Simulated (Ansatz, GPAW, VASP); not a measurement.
# Rh: 3 runs at one level of theory

```xyz
1
Lattice="0.0000 1.8979 1.8979 1.8979 0.0000 1.8979 1.8979 1.8979 0.0000" Properties=species:S:1:pos:R:3 pbc="T T T"
Rh    0.0000    0.0000    0.0000
```

Alike in all runs: task single point; functional PBE; k mesh 12 × 12 × 12; occupations gaussian, width 0.02 eV; no spin polarisation; no spin-orbit coupling. Pressure is positive in compression and, in plane waves, holds the error of the finite cutoff.

```csv
program and potentials,plane-wave cutoff (eV),notes,band gap (eV),pressure (GPa)
"VASP, PBE PAW files Rh_pv, release 54, 520 eV",520,-,no gap,7.42
"GPAW, GPAW PAW data sets (gpaw-data 1.2.1)",600,-,no gap,9.19
"Ansatz, all-electron LAPW, scalar-relativistic",-,-,no gap,7.18
```

None finds a gap. The pressure spans 7.18 (Ansatz, all-electron LAPW, scalar-relativistic) to 9.19 GPa (GPAW, GPAW PAW data sets (gpaw-data 1.2.1)), with all-electron results at 7.18.

Differences between rows come from potentials, basis sets and numerical settings, since the functional is the same but for its coding. Runs on potential files found faulty are left out.

All three runs describe a metal under compression at this fixed cell, so each would lower its energy by expanding. The cell lies close to the measured lattice constant of fcc rhodium, and PBE is known to make the late 4d metals slightly too large. The positive pressure therefore probably reflects the functional's underbinding rather than any real strain in the crystal. Rhodium's partly filled 4d band gives strong cohesion and a high bulk modulus, so even a small mismatch in lattice constant appears as a pressure of several GPa. The missing gap has the same origin, as the Fermi level cuts through the d states, which overlap and hybridise with the broad sp band.

VASP, at 7.42 GPa, stays close to the all-electron value of 7.18 GPa, while GPAW stands apart at 9.19 GPa, possibly because of its data set or residual basis error. The shared sign supports expansion within PBE, but a single volume fixes neither the equilibrium lattice constant nor the bulk modulus.
